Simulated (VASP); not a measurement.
# Cs (I4/mmm) in VASP: single point with r2SCAN

Aim: the single point of Cs with r2SCAN.

Program: VASP 6.6.1. These are calculated values, not measurements. Logs are shortened: lines on timing, memory, paths and dates and some standing lists are left out, and cuts for length are marked.

**1. The crystal as given**

It takes space group I4/mmm (No. 139, tetragonal). The conventional cell has a = 5.500 Å, b = 5.500 Å, c = 8.194 Å, α = 90.00°, β = 90.00°, γ = 90.00°.

This isn't the form of Cs at room conditions, which is bcc.

**2. Single point, r2SCAN**

The input, POSCAR:

```
Cs
1.0
   -2.7500754600      2.7500754600      4.0972389800
    2.7500754600     -2.7500754600      4.0972389800
    2.7500754600      2.7500754600     -4.0972389800
Cs
1
Direct
    0.0000000000      0.0000000000      0.0000000000
```

The input, INCAR.step1:

```
SYSTEM = Cs
PREC = Accurate
ENCUT = 520
ISMEAR = 0
SIGMA = 0.1
LREAL = .FALSE.
LASPH = .TRUE.
NELM = 100
NBANDS = 10
GGA = PE
ALGO = Normal
EDIFF = 1E-4
LWAVE = .TRUE.
LCHARG = .FALSE.
```

The input, INCAR.step2:

```
SYSTEM = Cs
PREC = Accurate
ENCUT = 520
EDIFF = 1E-7
ISMEAR = 0
SIGMA = 0.1
LREAL = .FALSE.
LASPH = .TRUE.
NELM = 100
ALGO = Normal
ISIF = 2
LWAVE = .FALSE.
LCHARG = .FALSE.
METAGGA = R2SCAN
LMIXTAU = .TRUE.
NBANDS = 10
ISTART = 1
```

The input, KPOINTS:

```
Automatic mesh
0
G
  6 6 6
  0 0 0
```

Potentials or basis: VASP PAW PBE potentials, release 64 (Cs_sv).

Command:

```bash
$ cat potpaw_PBE.64/Cs_sv/POTCAR > POTCAR
$ cp INCAR.step1 INCAR
$ mpirun -np 1 vasp_std > vasp.out
$ cp INCAR.step2 INCAR
$ mpirun -np 1 vasp_std > vasp.out
```

OUTCAR:

```text
SYSTEM = Cs
   PREC = Accurate
   ENCUT = 520
   EDIFF = 1E-7
   ISMEAR = 0
   LREAL = .FALSE.
   LASPH = .TRUE.
   NELM = 100
   ISIF = 2
   METAGGA = R2SCAN
   ISTART = 1

 ion  position               nearest neighbor table
   1  0.000  0.000  0.000-

  LATTYP: Found a body centered tetragonal cell.
 ALAT       =     5.5001509200
 C/A-ratio  =     1.4898642018

  Lattice vectors:

 A1 = (  -2.7500754600,   2.7500754600,   4.0972389800)
 A2 = (   2.7500754600,  -2.7500754600,   4.0972389800)
 A3 = (   2.7500754600,   2.7500754600,  -4.0972389800)

Analysis of symmetry for initial positions (statically):
=====================================================================
 Subroutine PRICEL returns:
 Original cell was already a primitive cell.

 Routine SETGRP: Setting up the symmetry group for a
 body centered tetragonal supercell.

 Subroutine GETGRP returns: Found 16 space group operations
 (whereof 16 operations were pure point group operations)
 out of a pool of 16 trial point group operations.

The static configuration has the point symmetry D_4h.

Analysis of symmetry for dynamics (positions and initial velocities):
=====================================================================
 Subroutine PRICEL returns:
 Original cell was already a primitive cell.

 Routine SETGRP: Setting up the symmetry group for a
 body centered tetragonal supercell.

 Subroutine GETGRP returns: Found 16 space group operations
 (whereof 16 operations were pure point group operations)
 out of a pool of 16 trial point group operations.

The dynamic configuration has the point symmetry D_4h.

 Subroutine INISYM returns: Found 16 space group operations
 (whereof 16 operations are pure point group operations),
 and found     1 'primitive' translations

----------------------------------------------------------------------------------------

                                     Primitive cell

  volume of cell :     123.9483

  direct lattice vectors                    reciprocal lattice vectors
    -2.750075460  2.750075460  4.097238980     0.000000000  0.181813193  0.122033399
     2.750075460 -2.750075460  4.097238980     0.181813193  0.000000000  0.122033399
     2.750075460  2.750075460 -4.097238980     0.181813193  0.181813193  0.000000000

  length of vectors
     5.649176695  5.649176695  5.649176695     0.218970746  0.218970746  0.257122683

  position of ions in fractional coordinates (direct lattice)
     0.000000000  0.000000000  0.000000000

  ion indices of the primitive-cell ions
   primitive index   ion index
                 1           1

----------------------------------------------------------------------------------------

 KPOINTS: Automatic mesh

Automatic generation of k-mesh.
 Grid dimensions read from file:
 generate k-points for:    6    6    6

 Generating k-lattice:

  Cartesian coordinates                     Fractional coordinates (reciprocal lattice)
     0.000000000  0.030302199  0.020338900     0.166666667 -0.000000000  0.000000000
     0.030302199  0.000000000  0.020338900    -0.000000000  0.166666667  0.000000000
     0.030302199  0.030302199  0.000000000     0.000000000  0.000000000  0.166666667

  Length of vectors
     0.036495124  0.036495124  0.042853781

  Shift w.r.t. Gamma in fractional coordinates (k-lattice)
     0.000000000  0.000000000  0.000000000

 Subroutine IBZKPT returns following result:
 ===========================================

 Found     30 irreducible k-points:

 Following reciprocal coordinates:
            Coordinates               Weight
  0.000000  0.000000  0.000000      1.000000
  0.166667 -0.000000  0.000000      8.000000
  0.333333  0.000000  0.000000      8.000000
  0.500000 -0.000000  0.000000      4.000000
  0.166667  0.166667  0.000000      8.000000
  0.333333  0.166667  0.000000     16.000000
[... 16 lines left out ...]
 -0.333333 -0.333333  0.166667      8.000000
 -0.166667 -0.333333  0.166667      8.000000
 [... further k-points ...]
   k-points           NKPTS =     30   k-points in BZ     NKDIM =     30   number of bands    NBANDS=     10
   number of dos      NEDOS =    301   number of ions     NIONS =      1
   total plane-waves  NPLWV =  74088
   dimension x,y,z NGX =    42 NGY =   42 NGZ =   42
   dimension x,y,z NGXF=    84 NGYF=   84 NGZF=   84
   ions per type =               1
   NGX,Y,Z   is equivalent  to a cutoff of  12.36, 12.36, 12.36 a.u.
   NGXF,Y,Z  is equivalent  to a cutoff of  24.72, 24.72, 24.72 a.u.
 SYSTEM =  Cs
   PREC   = accura    normal or accurate (medium, high low for compatibility)
   ISTART =      1    job   : 0-new  1-cont  2-samecut
   ICHARG =      0    charge: 1-file 2-atom 10-const
   ISPIN  =      1    spin polarized calculation?
   LNONCOLLINEAR =      F non collinear calculations
   LSORBIT =      F    spin-orbit coupling
   LASPH  =      T    aspherical Exc in radial PAW
   ENCUT  =  520.0 eV  38.22 Ry    6.18 a.u.  10.50 10.50 10.50*2*pi/ulx,y,z
   NELM   =    100;   NELMIN=  2; NELMDL=  0     # of ELM steps
   EDIFF  = 0.1E-06   stopping-criterion for ELM
   LREAL  =      F    real-space projection
   EDIFFG = 0.1E-05   stopping-criterion for IOM
   NSW    =      0    number of steps for IOM
   IBRION =     -1    ionic relax: 0-MD 1-quasi-New 2-CG
   NFREE  =      0    steps in history (QN), initial steepest desc. (CG)
   ISIF   =      2    stress and relaxation
   ISYM   =      2    0-nonsym 1-usesym 2-fastsym
   POTIM  = 0.5000    time-step for ionic-motion
   TEBEG  =    0.0;   TEEND  =   0.0 temperature during run
   PSTRESS=    0.0 pullay stress
   NELECT =       9.0000    total number of electrons
   NUPDOWN=      -1.0000    fix difference up-down
   EMIN   =  10.00;   EMAX   =-10.00  energy-range for DOS
   EFERMI =   0.00;   METHOD = LEGACY
   ISMEAR =     0;   SIGMA  =   0.10  broadening in eV -4-tet -1-fermi 0-gaus
   EFERMI_NEDOS =   21; number of points for ismear=-14 and -15
   IALGO  =     38    algorithm
   IMIX   =      4    mixing-type and parameters
     AMIX     =   0.40;   BMIX     =  1.00
     AMIX_MAG =   1.60;   BMIX_MAG =  1.00
  volume/ion in A,a.u.               =     123.95       836.44
  Fermi-wavevector in a.u.,A,eV,Ry     =   0.682981  1.290648  6.346621  0.466463
  Thomas-Fermi vector in A             =   1.762213
   LORBIT       =      0    0 simple, 1 ext, 2 COOP (PROOUT), +10 PAW based schemes
   METAGGA = R2SCAN    functional components
   LHFCALC =     F    Hartree Fock is set to
   AEXX    =    0.0000 exact exchange contribution
   IVDW    =     0    specifies the selected vdW correction
   LEPSILON=     F    determine dielectric tensor
   LRPA    =     F    only Hartree local field effects (RPA)
 non-spin polarized calculation
 Gauss-broadening in eV      SIGMA  =   0.10
  energy-cutoff  :      520.00
  volume of cell :      123.95
 maximum number of plane-waves:      3372
   NGX = 21   NGY = 21   NGZ = 21

 number of electron       9.0000001 magnetization

 Free energy of the ion-electron system (eV)
  ---------------------------------------------------
  ext. energy  EPLUGINS =         0.00000000
  ---------------------------------------------------
  free energy    TOTEN  =       -25.01101639 eV

  energy without entropy =      -25.00480571  energy(sigma->0) =      -25.00791105

 E-fermi :   0.3385     XC(G=0):  -5.4466

 val. band max:        0.3185080239   @ k =  -0.3333   0.3333   0.1667
 cond. band min:       0.4369704024   @ k =   0.5000  -0.0000   0.0000
 fundamental gap:      0.1184623785
 Fermi energy:         0.3385384530

 k-point     1 :       0.0000    0.0000    0.0000
  band No.  band energies     occupation
      1     -24.4745      2.00000
      2     -10.8512      2.00000
      3     -10.8512      2.00000
      4     -10.8505      2.00000
      5      -1.3505      2.00000
      6       2.9684      0.00000
      7       3.1289      0.00000
      8       3.1289      0.00000
      9       3.9892      0.00000
     10       4.3225      0.00000

 k-point     2 :       0.1667   -0.0000    0.0000
  band No.  band energies     occupation
      1     -24.4733      2.00000
      2     -10.8787      2.00000
      3     -10.8552      2.00000
      4     -10.8538      2.00000
      5      -1.0697      2.00000
      6       2.5328      0.00000
      7       3.0896      0.00000
      8       3.2398      0.00000
      9       3.8661      0.00000
     10       4.0954      0.00000

 k-point     3 :       0.3333    0.0000    0.0000
  band No.  band energies     occupation
      1     -24.4709      2.00000
      2     -10.9331      2.00000
      3     -10.8642      2.00000
      4     -10.8590      2.00000
      5      -0.3219      2.00000
      6       1.6819      0.00000
      7       2.9192      0.00000
      8       3.1531      0.00000
      9       4.3155      0.00000
     10       4.3502      0.00000

 k-point     4 :       0.5000   -0.0000    0.0000
  band No.  band energies     occupation
      1     -24.4697      2.00000
      2     -10.9596      2.00000
      3     -10.8687      2.00000
      4     -10.8617      2.00000
      5       0.4370      0.16391
      6       0.9726      0.00000
      7       2.7857      0.00000
      8       3.0232      0.00000
      9       4.8494      0.00000
     10       4.9352      0.00000
[... 222 lines left out ...]
 k-point    22 :      -0.1667    0.5000    0.1667
  band No.  band energies     occupation
      1     -24.4695      2.00000
      2     -10.9463      2.00000
      3     -10.8838      2.00000
      4     -10.8673      2.00000
      5       0.4486      0.11945
      6       1.2171      0.00000
      7       2.3148      0.00000
      8       3.2399      0.00000
      9       4.4271      0.00000
     10       4.8994      0.00000

 k-point    23 :      -0.3333   -0.3333    0.1667
  band No.  band energies     occupation
      1     -24.4697      2.00000
      2     -10.9273      2.00000
      3     -10.8921      2.00000
      4     -10.8749      2.00000
      5       0.2101      1.93076
      6       1.8032      0.00000
      7       1.9199      0.00000
      8       3.3642      0.00000
      9       4.0580      0.00000
     10       4.9438      0.00000

 k-point    24 :      -0.1667   -0.3333    0.1667
  band No.  band energies     occupation
      1     -24.4712      2.00000
      2     -10.9139      2.00000
      3     -10.8703      2.00000
      4     -10.8661      2.00000
      5      -0.4305      2.00000
      6       1.9657      0.00000
      7       2.5252      0.00000
      8       3.3957      0.00000
      9       3.7899      0.00000
     10       4.6222      0.00000

 [... further k-points ...]

------------------------ aborting loop because EDIFF is reached ----------------------------------------

  FORCE on cell =-STRESS in cart. coord.  units (eV):
  Direction    XX          YY          ZZ          XY          YZ          ZX
  --------------------------------------------------------------------------------------
  -------------------------------------------------------------------------------------
  Total        0.0211202      0.0211202      0.0088793      0.0000000      0.0000000      0.0000000
  in kB        0.2730031      0.2730031      0.1147752      0.0000000      0.0000000      0.0000000
  external PRESSURE =       0.2202604 kB  Pullay stress =       0.0000000 kB

 VOLUME and BASIS-vectors are now :
 -----------------------------------------------------------------------------
  energy-cutoff  :      520.00
  volume of cell :      123.95
      direct lattice vectors                 reciprocal lattice vectors
    -2.750075460  2.750075460  4.097238980     0.000000000  0.181813193  0.122033399
     2.750075460 -2.750075460  4.097238980     0.181813193  0.000000000  0.122033399
     2.750075460  2.750075460 -4.097238980     0.181813193  0.181813193  0.000000000

 POSITION                                       TOTAL-FORCE (eV/Angst)
 -----------------------------------------------------------------------------------
      0.00000      0.00000      0.00000         0.000000     -0.000000      0.000000
 -----------------------------------------------------------------------------------
    total drift:                               -0.000000      0.000000     -0.000000

  FREE ENERGIE OF THE ION-ELECTRON SYSTEM (eV)
  ---------------------------------------------------
  free  energy   TOTEN  =       -25.0110163928 eV

  energy  without entropy=      -25.0048057126  energy(sigma->0) =      -25.00791105
```

Wall time 94 s (1 thread of Intel Xeon 6975P-C (Granite Rapids), shared host); peak memory 0.29 GiB.

What came out:

| Property | Result |
| --- | --- |
| Free energy | -25.0110 eV |
| Pressure | 0.0 GPa |
| Band gap on the k mesh | none (metal or under the smearing width) |

Caveat: the PAW data sets were made with another functional, which shifts forces and pressure a little. The run has no spin-orbit coupling, so splittings on Cs are missing.
